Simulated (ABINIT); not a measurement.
The system is ZnAu.

```xyz
2
Lattice="3.1470 0.0000 0.0000 0.0000 3.1470 0.0000 0.0000 0.0000 3.1470" Properties=species:S:1:pos:R:3 pbc="T T T"
Au    0.0000    0.0000    0.0000
Zn    1.5735    1.5735    1.5735
```

| Quantity | Value |
| --- | --- |
| Program | ABINIT 10.8.3 (patched build) |
| Task | relaxation of cell and atoms |
| Functional | PBE |
| Potentials or basis | PseudoDojo NC SR PBE v0.4.1 standard |
| Cutoff | 1143 eV |
| k mesh | 6 × 6 × 6 |
| Occupations | fermi-dirac, width 0.05 eV |
| Spin | no spin polarisation |

At the start: pressure 4.8 GPa; volume 15.58 Å³/atom.

**Question.** Where does the relaxation end?

**Answer.** Over 4 steps the energy falls by 8.7 meV/atom and the volume is 16.19 Å³/atom (+3.9 %); space group Pm-3m (No. 221, to 0.05 Å).

The path:
```tsv
step	energy change (eV)	largest force (eV/Å)	pressure (GPa)	volume (Å³)
1	0.0000	0.0000	4.78	31.17
2	-0.0108	0.0000	2.84	31.62
3	-0.0173	0.0000	0.16	32.33
4	-0.0173	0.0000	0.01	32.37
```

Final structure:
```
Au Zn
1.0
     3.18702    0.00000    0.00000
     0.00000    3.18702    0.00000
     0.00000    0.00000    3.18702
Au Zn
1 1
Direct
  0.00000 0.00000 0.00000
  0.50000 0.50000 0.50000
```
